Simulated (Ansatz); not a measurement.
How stiff is this cell of BaTiO₃?

Cell: an entry of the Crystallography Open Database (COD), ions relaxed with PBE at fixed cell.

```xyz
5
Lattice="2.8277 1.6326 2.3177 -2.8277 1.6326 2.3177 0.0000 -3.2651 2.3177" Properties=species:S:1:pos:R:3 pbc="T T T"
Ba    0.0000    0.0000   -0.0136
Ti    0.0000    0.0000    3.3818
O     0.0000    1.6110    2.4032
O    -1.3952   -0.8055    2.4032
O     1.3952   -0.8055    2.4032
```

Sites (sets of like atoms) are named by element and the number of their first atom in this list.

Level of theory: DFT, PBE, plane waves and PAW, scalar-relativistic, 420 eV cutoff, Γ-centred 8×8×8 k-points, Fermi–Dirac smearing 0.02 eV (Ansatz 0.2.0).

The cell is stretched along z (the third Cartesian axis of the run's cell), x and y held, and the ions relax again each time. Tension counts as positive.

```
strain along z (%)  stress along z (GPa)  stress along x (GPa)  gap on the k-mesh (eV)
                -3                     ?                     ?                       ?
                -2                 -10.2                  -5.7                    2.21
                -1                  -7.2                  -5.1                    2.29
                 0                  -4.5                  -4.5                    2.36
                +1                  -2.2                  -4.1                    2.46
                +2                  -0.1                  -3.8                    2.55
                +3                   1.8                  -3.4                    2.63
```

**Question.** Estimate the row at -3 % from the others.

**Answer.** stress along z (GPa): -13.4; stress along x (GPa): -6.3; gap on the k-mesh (eV): 2.12. Worked: parabolas through the other 6 rows give -13.3 and -6.3 GPa at -3 %. Their slopes at zero strain are 253 GPa (the stiffness along z) and 48 GPa (the coupling of z to x). They hold at this cell, where the calculated pressure is 4.5 GPa. The gap opens by 86 meV per per cent of stretch between the rows next to zero strain; the parabola gives 2.12 eV for the withheld row.

PBE gaps are too small, by a third to a half in many semiconductors; their changes with strain are better.

All values belong to this cell and structure model.
